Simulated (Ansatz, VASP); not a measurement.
## One calculation of GaCo, two programs

```xyz
2
Lattice="2.6525 0.0000 0.0000 0.0000 2.6525 0.0000 0.0000 0.0000 2.9984" Properties=species:S:1:pos:R:3 pbc="T T T"
Ga    1.3262    1.3262    1.4992
Co    0.0000    0.0000    0.0000
```

Change from the starting cell: strain -0.080 along x and y, +0.040 along z, atoms carried along.

Alike in both runs: task single point; functional PBEsol; k mesh 16 × 16 × 16; occupations gaussian, width 0.15 eV; no spin polarisation.

|  | VASP | Ansatz |
| --- | --- | --- |
| version | VASP 6.6.1 | Ansatz 0.2.0 |
| potentials or method | VASP PAW PBE potentials, release 64 (Ga_d, Co) | scalar-relativistic, plane waves, PAW |
| plane-wave cutoff (eV) | 520 | 420 |
| valence electrons in the cell | 22 | 30 |

|  | VASP | Ansatz | Ansatz less VASP |
| --- | --- | --- | --- |
| gap on the k mesh at the Fermi level (eV) | none | none | - |
| pressure (GPa) | 20.8 | 20.8 | -0.05 |
| largest component of the traceless stress (GPa) | 4.80 | 4.76 | -0.038 |

A gap of «none» marks a metal or a gap that the smearing closes. The two sets of potentials don't hold the same shells in valence.

Caveats: so large a pressure means that the cell lies far from this level's equilibrium, or that cutoff or potentials fall short (VASP); the potentials were made for another functional, which shifts forces and pressure (VASP). Spin polarisation is off, so any magnetic state and its effect on volume and gap are missing.
